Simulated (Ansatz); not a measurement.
Take a crystal in which Ag has been replaced by Pd on all its sites, with the cell rescaled by a rough guess (in some cases also distorted within its space group) and nothing relaxed:

```xyz
1
Lattice="0.0000 1.9848 1.9848 1.9848 0.0000 1.9848 1.9848 1.9848 0.0000" Properties=species:S:1:pos:R:3 pbc="T T T"
Pd    0.0000    0.0000    0.0000
```

Level of theory: DFT PBE, scalar-relativistic, plane waves, PAW in Ansatz 0.2.0.

Cutoff 420 eV; k points 18×18×18 on the computed 1-atom cell (Γ-centred); Gaussian smearing, width 0.10 eV; no spin polarisation.

Question: What pressure does the cell carry?

Answer: The pressure is -3.3 GPa (positive in compression), so the cell would contract.

Question: Is it a metal on this mesh?

Answer: Yes, a band crosses the Fermi level.